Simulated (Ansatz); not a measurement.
LiH, DFT, PBE, all-electron PAW with datasets made for the crystal, scalar-relativistic (Ansatz 0.2.0), run on 1 thread of AMD EPYC 7R13 Processor (Zen 3) on a shared host.

The structure comes from a relaxation in the same program, started in the rocksalt type. Whether it is a known phase or the ground state wasn't checked. The listed cell was then made from it by scaling, straining or moving an atom.

Command: `ansatz run input.yaml --threads 1 --pin off --max-ram 2048MiB --backend cpu --events-out ev --progress --plain --runs-dir out`

```yaml
crystal:
  lattice:
    - [0.0, 1.9629412656, 1.9629412656]
    - [1.9629412656, 0.0, 1.9629412656]
    - [1.9629412656, 1.9629412656, 0.0]
  atoms:
    - { symbol: Li, position: [0.0, 0.0, 0.0] }
    - { symbol: H, position: [0.5, 0.5, 0.5] }
kpoints:
  mp_grid: { grid: [14, 14, 14] }
scf:
  occupations: { method: fermi_dirac, width: 0.08 }
hamiltonian:
  xc: pbe
  pseudopotentials: { kind: all_electron, datasets: crystal }
output:
  forces: true
  stress: true
  eigenvalues: true
  efg: { contact_densities: true }
```

Task: How large is the problem that the program sets up?

Result: 104 irreducible k-points, 113 plane waves at Γ, 5 bands.

Task: Estimate the wall time.

Result: 3.6 s of wall time for 6 SCF iterations. Times on shared machines scatter by tens of per cent.
